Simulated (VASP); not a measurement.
KF (Carobbiite): relaxation of the atoms with PBEsol

KF (Carobbiite):

```xyz
2
Lattice="0.0000 2.6726 2.6726 2.6726 0.0000 2.6726 2.6726 2.6726 0.0000" Properties=species:S:1:pos:R:3 pbc="T T T"
K     2.6726    2.6726    0.0000
F     2.6726    2.6726    2.6726
```

The cell isn't the ideal one: a relaxed cell with its volume scaled by 1.02.

```yaml
Program: VASP 6.6.1
Task: relaxation of the atoms
Functional: PBEsol
Potentials_or_basis: VASP PAW PBE potentials, release 64 (K_sv, F)
Cutoff: 600 eV
k_mesh: 10 × 10 × 10
Occupations: gaussian, width 0.03 eV
Spin: no spin polarisation
Further_INCAR_settings: ALGO = Normal; EDIFF = 1e-07; IBRION = 2; EDIFFG = -0.01; NSW = 40
```

| Quantity | Value |
| --- | --- |
| Pressure after relaxing | -0.7 GPa |
| Band gap on the k mesh | 6.03 eV, direct |

Final structure:
```xyz
2
Lattice="0.0000 2.6726 2.6726 2.6726 0.0000 2.6726 2.6726 2.6726 0.0000" Properties=species:S:1:pos:R:3 pbc="T T T"
K     0.0000    0.0000    0.0000
F     2.6726    2.6726    2.6726
```

Levels at points of the mesh, in eV from the valence-band top:
```csv
k point,band 6,band 7,band 8,band 9,band 10,band 11
"(0.00, 0.00, 0.00)",0.00,0.00,0.00,6.03,10.63,10.63
"(0.50, 0.00, 0.00)",-0.81,-0.35,-0.35,8.97,10.46,12.05
"(0.50, 0.50, 0.00)",-0.21,-0.06,-0.06,8.10,10.23,11.65
```

Run time: 12 s on 1 thread of Intel(R) Xeon(R) 6975P-C (Granite Rapids) (shared host), peak memory 0.18 GiB.

Caveat: the relaxation stopped at its first step, so nothing moved; the PAW data sets were made with another functional, which shifts forces and pressure a little. A k mesh can miss the band edges.
